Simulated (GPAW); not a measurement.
Input of a GPAW 26.7.0 run:

The input run.py:

```python
from ase.dft.bandgap import bandgap
from ase.io import read, write
from ase.units import Bohr, GPa
from gpaw import GPAW, PW
from gpaw.elf import elf_from_dft_calculation

atoms = read('POSCAR')

calc = GPAW(mode=PW(800),
            xc='PBE',
            kpts={'size': (10, 10, 10), 'gamma': True},
            occupations={'name': 'methfessel-paxton', 'order': 0, 'width': 0.022},
            nbands=19,
            convergence={'density': 1e-05, 'energy': 1e-05},
            maxiter=150,
            txt='gpaw.txt')
atoms.calc = calc
energy = atoms.get_potential_energy()
forces = atoms.get_forces()
stress = atoms.get_stress()
calc.write('gs.gpw')
write('result.traj', atoms)
print(f'Energy: {energy:.6f} eV')
print('Forces (eV/A):')
print(forces.round(4))
print('Stress (GPa):', (stress / GPa).round(3))
print('Fermi level:', round(calc.get_fermi_level(), 4), 'eV')
print(f'Gap: {bandgap(calc)[0]:.4f} eV, direct: {bandgap(calc, direct=True)[0]:.4f} eV')

# fields on the real-space grid
write('density.cube', atoms, data=calc.get_pseudo_density() * Bohr**3)
write('potential.cube', atoms, data=calc.get_electrostatic_potential())
write('elf.cube', atoms, data=elf_from_dft_calculation(calc).data)
```

Contents of POSCAR:

```
ZrN
1.0
    0.0000000000      2.3000000000      2.3000000000
    2.3000000000      0.0000000000      2.3000000000
    2.3000000000      2.3000000000      0.0000000000
Zr N
1 1
Direct
    0.5000000000      0.5000000000      0.5000000000
    0.0000000000      0.0000000000      0.0000000000
```

Potentials or basis: GPAW PAW data sets (gpaw-data 1.2.1), pw.

The run is started by

```bash
$ OMP_NUM_THREADS=1 python run.py
```

(1) Predict the band gap on the k mesh.

(2) Predict the pressure.

## Answers

(1) none (metal or under the smearing width).

(2) -2.8 GPa.
